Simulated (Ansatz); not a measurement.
Crystal: In.

```
CELL_PARAMETERS angstrom
-1.88253 1.88253 1.88253
1.88253 -1.88253 1.88253
1.88253 1.88253 -1.88253
ATOMIC_POSITIONS crystal
In 0.00000 0.00000 0.00000
```

This isn't the form of In at room conditions, which is tetragonal.

Base run:

| Quantity | Value |
| --- | --- |
| Program | Ansatz 0.2.0 |
| Functional | PBEsol |
| Potentials or basis | Ansatz PAW |
| Cutoff | 420 eV (not typed: the program's choice for these potentials) |
| k mesh | 10 × 10 × 10 |
| Occupations | fermi-dirac, width 0.05 eV |
| Spin | no spin polarisation |

Its results: band gap on the k mesh none (metal or under the smearing width); pressure -1.3 GPa.

Task: After a change of settings the same cell gave: band gap on the k mesh none (metal or under the smearing width); pressure 3.1 GPa. Which change was it?
A. functional from PBEsol to r2SCAN; cutoff from 420 eV (not typed: the program's choice for these potentials) to 500 eV (not typed: the program's choice for these potentials)
B. functional from PBEsol to RPBE
C. functional from PBEsol to PBE; occupations from fermi-dirac, width 0.05 eV to gaussian, width 0.012 eV
D. k mesh from 10 × 10 × 10 to 7 × 7 × 7; spin from no spin polarisation to spin-orbit coupling, no magnetisation; potential files from those of the base run to others of the same set

Result: B.

RPBE binds less tightly than PBEsol, so the same cell stands under more pressure.

Caveats: spin-orbit coupling is left out, which moves the levels of the heavy elements; the PAW data sets come from PBE, with cores solved anew for the run's functional, which leaves a small shift of forces and pressure.
